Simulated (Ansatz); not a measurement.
The system is Si2W.

```
CELL_PARAMETERS angstrom
-1.60690 1.60690 3.91495
1.60690 -1.60690 3.91495
1.60690 1.60690 -3.91495
ATOMIC_POSITIONS crystal
W 0.00000 0.00000 0.00000
Si 0.66530 0.66530 0.00000
Si 0.33470 0.33470 0.00000
```

Program: Ansatz 0.2.0. Alike in all runs: task band structure; potentials or basis Ansatz PAW; cell as given; cutoff (eV) 420; smearing fermi-dirac 0.05 eV.

Problem. Order these runs on this cell by their pressure, lowest first.
A. level RPBE; spin off; k mesh 12 × 12 × 12
B. level BLYP; spin off; k mesh 12 × 12 × 12
C. level PBEsol; spin off; k mesh 12 × 12 × 12
D. level LDA; spin SOC, no magnetisation; k mesh 9 × 9 × 9

Solution. D (-5.8 GPa), C (-2.0 GPa), A (6.1 GPa), B (12.2 GPa).

Caveats: the PAW data sets come from PBE, with cores solved anew for the run's functional, which leaves a small shift of forces and pressure.

Runs at the PBE level aren't shown here.
